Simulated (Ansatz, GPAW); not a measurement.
# Ge: 3 runs at one level of theory

```
Ge
1.0
    -2.57449    2.57449    1.39741
     2.57449   -2.57449    1.39741
     2.57449    2.57449   -1.39741
Ge
2
Direct
  0.50000 0.50000 0.00000
  0.25000 0.75000 0.50000
```

This isn't the form of Ge at room conditions, which is diamond.

Alike in all runs: task band structure; functional LDA; k mesh 11 × 11 × 11; occupations fermi-dirac, width 0.05 eV; no spin polarisation; no spin-orbit coupling. LDA stands for any of its common fits. Pressure is positive in compression and, in plane waves, holds the error of the finite cutoff, which Ansatz's Pulay term estimates and takes out.

```tsv
program and potentials	plane-wave cutoff (eV)	notes	pressure (GPa)
Ansatz, Ansatz PAW	420	potentials made for PBE, which Ansatz adapts in part; 14 valence electrons an atom on average; Pulay term of +0.03 GPa included	-2.47
GPAW, the program's PAW data sets (release 1.2.1) made for this functional	600	4 valence electrons an atom on average	-2.53
Ansatz, all-electron LAPW, scalar-relativistic	-	-	-2.43
```

The pressure spans -2.53 (GPAW, the program's PAW data sets (release 1.2.1) made for this functional) to -2.43 GPa (Ansatz, all-electron LAPW, scalar-relativistic), with all-electron results at -2.43.

The functional is the same throughout but for its coding, so the spread measures potentials, basis and numerics; runs on potential files found faulty are left out.
